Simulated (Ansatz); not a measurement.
SrF₂ (fluorite)

```yaml
crystal:
  lattice:
    - [0.00000, 5.85727, 5.85727]
    - [2.92864, 2.92864, 5.85727]
    - [2.92864, 2.92864, 0.00000]
  atoms:
    - { symbol: Sr, position: [0.00000, 0.00000, 0.00000] }
    - { symbol: Sr, position: [0.50000, 0.00000, 0.00000] }
    - { symbol: F, position: [0.00000, 0.25000, 0.25000] }
    - { symbol: F, position: [0.50000, 0.25000, 0.25000] }
    - { symbol: F, position: [0.00000, 0.75000, 0.75000] }
    - { symbol: F, position: [0.50000, 0.75000, 0.75000] }
```

A phonon eigenvector at X = (0.5, 0.5, 0.0) is frozen into this cell: atom i moves by Q times the vector below, so Q is the largest atomic displacement, in Å. The cell is held. (q is in reciprocal vectors of the primitive cell; the cell shown is doubled to hold the pattern.)

```csv
atom,x,y,z
F3,0.000,0.000,-1.000
F4,0.000,0.000,1.000
F5,0.000,0.000,-1.000
F6,0.000,0.000,1.000
```

Atoms not listed stay in place.

Level of theory: PBE (plane waves to 420 eV, PAW, scalar-relativistic; Ansatz, a program for electronic structure). k mesh 10×10×10 (Γ-centred), Fermi-Dirac smearing 0.05 eV. E stands for the smeared free energy. SrF2 was relaxed with its symmetry unable to fall. ΔE is measured from the undisplaced structure.

| Q (Å) | ΔE (meV/cell) |
|---|---|
| -0.1000 | 25.6 |
| -0.0833 | 17.7 |
| -0.0667 | 11.3 |
| -0.0500 | 6.3 |
| -0.0333 | withheld |
| -0.0167 | 0.7 |
| 0.0000 | 0.0 |
| 0.0167 | 0.7 |
| 0.0333 | withheld |
| 0.0500 | 6.3 |
| 0.0667 | 11.3 |
| 0.0833 | 17.7 |
| 0.1000 | 25.6 |

Task: Fit an even polynomial form (powers 2, 4) to the given rows and predict ΔE at Q = -0.0333.

Result: Least squares on the 11 given rows: ΔE = (2521)·Q² + (4010)·Q⁴, in meV/cell with Q in Å; root-mean-square residual 0.01 meV/cell. At -0.0333 the fit gives 2.8 meV/cell; the calculation gives 2.8 meV/cell, the same to the digits shown. The quadratic term alone would give 2.8 meV/cell.

(For displaced atoms, the force is minus the slope of the energy, and its curvature is a force constant, which sets phonon frequencies.)
